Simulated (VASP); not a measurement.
# Settings for RbBr: relaxation of the cell

RbBr, Pm-3m (no. 221), 2 atoms in the cell. PBEsol; PAW potentials Rb_sv, Br (PBE set). VASP 6.6.1.

Wanted: cell volume within 0.2 %; lattice lengths within 0.1 %; shortest distances from each atom, periodic images included within 0.005 Å.

What the run is for: cell; Accuracy asked: standard.

The series start from Plane-wave cutoff (eV): 330; k-point mesh: 5 × 5 × 5; Relaxation passes: 2; Ionic threshold (EDIFFG): -0.005; Electronic threshold (eV): 1e-6; Precision mode (PREC): Accurate; Relaxation algorithm: IBRION=2 POTIM=0.5. Each series keeps the choices made before it, and each single choice may use up half of a tolerance. Times cover all steps of a run.

## Plane-wave cutoff (eV)

| Plane-wave cutoff (eV) | Cell volume (Å³) | Lattice lengths, largest deviation against the largest value | Shortest distances from each atom, periodic images included, largest deviation (Å) | Time (s) |
|---|---|---|---|---|
| 220 | 65.85 | 0.94 % | 0.0333 | 19 |
| 250 | 67.09 | 0.33 % | 0.0116 | 15 |
| 290 | 67.57 | 0.091 % | 0.0032 | 15 |
| 330 | 67.64 | 0.055 % | 0.0019 | 15 |
| 380 | 67.58 | 0.084 % | 0.0030 | 22 |
| 460 | 67.71 | 0.023 % | 0.0008 | 27 |
| 580 | 67.77 | 0.0071 % | 0.0002 | 27 |
| 650 (reference) | 67.75 | 0 % | 0.0000 | 39 |

Chosen: 460, the loosest value from which every tighter one stays within half of the tolerance.

## k-point mesh

| k-point mesh | Cell volume (Å³) | Lattice lengths, largest deviation against the largest value | Shortest distances from each atom, periodic images included, largest deviation (Å) | Time (s) |
|---|---|---|---|---|
| 3 × 3 × 3 | 68.22 | 0.26 % | 0.0091 | 18 |
| 4 × 4 × 4 | 67.71 | 0.0074 % | 0.0003 | 24 |
| 5 × 5 × 5 | 67.71 | 0.0074 % | 0.0003 | 27 |
| 6 × 6 × 6 | 67.69 | 0.00025 % | 0.0000 | 42 |
| 7 × 7 × 7 (reference) | 67.69 | 0 % | 0.0000 | 44 |

Chosen: 4 × 4 × 4.

## Relaxation passes

| Relaxation passes | Cell volume (Å³) | Lattice lengths, largest deviation against the largest value | Shortest distances from each atom, periodic images included, largest deviation (Å) | Time (s) |
|---|---|---|---|---|
| 1 | 67.71 | 0 % | 0.0000 | 19 |
| 2 | 67.71 | 0 % | 0.0000 | 24 |
| 3 (reference) | 67.71 | 0 % | 0.0000 | 32 |

Chosen: 1.

## Ionic threshold (EDIFFG)

| Ionic threshold (EDIFFG) | Cell volume (Å³) | Lattice lengths, largest deviation against the largest value | Shortest distances from each atom, periodic images included, largest deviation (Å) | Time (s) |
|---|---|---|---|---|
| -0.05 | 67.71 | 0.06 % | 0.0021 | 18 |
| -0.02 | 67.71 | 0.06 % | 0.0021 | 20 |
| -0.01 | 67.71 | 0.06 % | 0.0021 | 19 |
| -0.005 | 67.71 | 0.06 % | 0.0021 | 19 |
| -0.002 (reference) | 67.83 | 0 % | 0.0000 | 54 |

Chosen: -0.002; the next looser run is off by more than half of the tolerance, so convergence isn't shown beyond this value.

## Electronic threshold (eV)

| Electronic threshold (eV) | Cell volume (Å³) | Lattice lengths, largest deviation against the largest value | Shortest distances from each atom, periodic images included, largest deviation (Å) | Time (s) |
|---|---|---|---|---|
| 0.0001 | 67.64 | 0.082 % | 0.0029 | 19 |
| 1e-5 | 67.85 | 0.019 % | 0.0007 | 32 |
| 1e-6 | 67.83 | 0.0088 % | 0.0003 | 54 |
| 1e-7 (reference) | 67.81 | 0 % | 0.0000 | 22 |

Chosen: 1e-5.

## Precision mode (PREC)

| Precision mode (PREC) | Cell volume (Å³) | Lattice lengths, largest deviation against the largest value | Shortest distances from each atom, periodic images included, largest deviation (Å) | Time (s) |
|---|---|---|---|---|
| Normal | 67.86 | 0.0029 % | 0.0001 | 17 |
| Accurate (reference) | 67.85 | 0 % | 0.0000 | 32 |

Chosen: Normal.

## Relaxation algorithm

| Relaxation algorithm | Cell volume (Å³) | Lattice lengths, largest deviation against the largest value | Shortest distances from each atom, periodic images included, largest deviation (Å) | Time (s) |
|---|---|---|---|---|
| IBRION=2 POTIM=0.5 | 67.86 | 0 % | 0.0000 | 17 |
| IBRION=2 POTIM=0.2 | 67.76 | 0.047 % | 0.0016 | 13 |
| IBRION=1 POTIM=0.5 | 67.78 | 0.037 % | 0.0013 | 20 |
| IBRION=1 POTIM=0.2 | 67.79 | 0.033 % | 0.0012 | 19 |

Chosen: IBRION=2 POTIM=0.5; no other choice that stays within half of the tolerance saves 30 % of the time.

## All choices together

| Input | Cell volume (Å³) | Lattice lengths, largest deviation against the largest value | Shortest distances from each atom, periodic images included, largest deviation (Å) | Time (s) |
|---|---|---|---|---|
| the program's defaults (naive) | 65.8 | 0.98 % | 0.0345 | 4.4 |
| chosen settings | 67.86 | 0.044 % | 0.0016 | 17 |
| reference settings throughout | 67.77 | 0 % | 0.0000 | 77 |

The chosen settings stay within the tolerance of the reference run, but the reference itself isn't shown to be converged in: Ionic threshold (EDIFFG).

Values of the reference run: Lattice lengths: 4.077, 4.077, 4.077 Å; Shortest distances from each atom, periodic images included: 3.531, 3.531, 3.531, 3.531, 3.531, 3.531, 3.531, 3.531 Å.

## The input

INCAR.step1:
```
GGA      = PS             # functional
ISMEAR   = 0              # smearing method
SIGMA    = 0.03           # smearing width, eV
LWAVE    = False          # write WAVECAR
LCHARG   = False          # write CHGCAR
NSW      = 80             # ionic steps
PREC     = Normal         # precision mode
LASPH    = True           # aspherical terms in the spheres
LREAL    = False          # projectors in reciprocal space
ALGO     = Normal         # electronic algorithm
EDIFF    = 1E-5           # SCF threshold, eV
NELM     = 120            # most SCF steps
GGA_COMPAT= False        
IBRION   = 2              # ionic algorithm
ISIF     = 3              # what is computed and relaxed
EDIFFG   = -0.002         # ionic threshold
NELMIN   = 4            
ENCUT    = 460            # plane-wave cutoff, eV
EFERMI   = MIDGAP       
POTIM    = 0.5            # step
```

INCAR.step2, as INCAR.step1 but for:
```
- NSW = 80
- IBRION = 2
- ISIF = 3
- EDIFFG = -0.002
- NELMIN = 4
- POTIM = 0.5
+ ISIF = 2
```

KPOINTS:
```
Automatic mesh
0
Gamma
  4 4 4
  0 0 0
```

POSCAR.step1:
```
RbBr
1.0
    4.1260773000      0.0000000000      0.0000000000
    0.0000000000      4.1260773000      0.0000000000
    0.0000000000      0.0000000000      4.1260773000
Rb Br
1 1
Direct
    0.0000000000      0.0000000000      0.0000000000
    0.5000000000      0.5000000000      0.5000000000
```

Commands (each step's output is kept before the next begins):
```
cat potpaw_PBE.64/Rb_sv/POTCAR potpaw_PBE.64/Br/POTCAR > POTCAR
cp INCAR.step1 INCAR
cp POSCAR.step1 POSCAR
mpirun -np 1 vasp_std > vasp.out
cp CONTCAR POSCAR
cp INCAR.step2 INCAR
mpirun -np 1 vasp_std > vasp.out
```

The chosen input took VASP 6.6.1 17 s on 1 core (Intel Xeon 6975P-C (Granite Rapids)), a shared host.
